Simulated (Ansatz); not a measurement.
Input of an Ansatz 0.2.0 run:

The input input.yaml:

```yaml
crystal:
  lattice:
    - [4.0073, 0.0, 0.0]
    - [0.0, 4.0073, 0.0]
    - [0.0, 0.0, 8.0146]
  atoms:
    - { symbol: Ba, position: [0.57741183, 0.59500232, 0.23992172] }
    - { symbol: Ba, position: [0.51332394, 0.4560751, 0.76364779] }
    - { symbol: Ti, position: [0.03541446, 0.99821346, 0.01323765] }
    - { symbol: Ti, position: [0.94998822, 0.97116865, 0.51852723] }
    - { symbol: O, position: [0.56907321, 0.92562621, 0.97977337] }
    - { symbol: O, position: [0.42932898, 0.96655177, 0.50052582] }
    - { symbol: O, position: [0.96890201, 0.59557335, 0.98414811] }
    - { symbol: O, position: [0.95413175, 0.46285961, 0.52367077] }
    - { symbol: O, position: [0.96184641, 0.01024514, 0.22399392] }
    - { symbol: O, position: [0.04057919, 0.0186844, 0.75255361] }
hamiltonian:
  xc: r2scan
  pseudopotentials: { kind: paw }
kpoints:
  mp_grid: { grid: [7, 7, 4] }
scf:
  occupations: { method: fermi_dirac, width: 0.05 }
output:
  forces: true
  stress: true
  eigenvalues: true
relax:
  f_tol: 0.01
  max_steps: 40
  cell: { stress_tol: 0.05 }
```

Potentials or basis: Ansatz PAW.

Command:

```bash
$ ansatz run input.yaml --threads 4 --pin off --max-ram 11264MiB --backend cpu --events-out ev --progress --plain --runs-dir out
```

(1) What does it give for the band gap on the k mesh?

(2) What does it give for the relaxed volume?

(3) Estimate the space group after relaxing (to 0.05 Å).

(4) Predict the relaxed cell.

Answers

(1) 2.72 eV, indirect (least direct gap 3.10 eV).

(2) 13.01 Å³/atom.

(3) Cmc2_1 (No. 36).

(4) a = 3.996 Å, b = 3.996 Å, c = 8.148 Å, α = 90.00°, β = 90.00°, γ = 89.90°.

Caveat: odd divisions of the mesh miss points on the zone boundary, where band edges often lie, so the gap on the mesh can be too wide; the plane-wave basis is chosen anew once the cell has moved, so the energies of steps on either side of that aren't comparable; spin-orbit coupling is left out, which moves the levels of the heavy elements; the PAW data sets come from PBE, with cores solved anew for the run's functional, which leaves a small shift of forces and pressure.
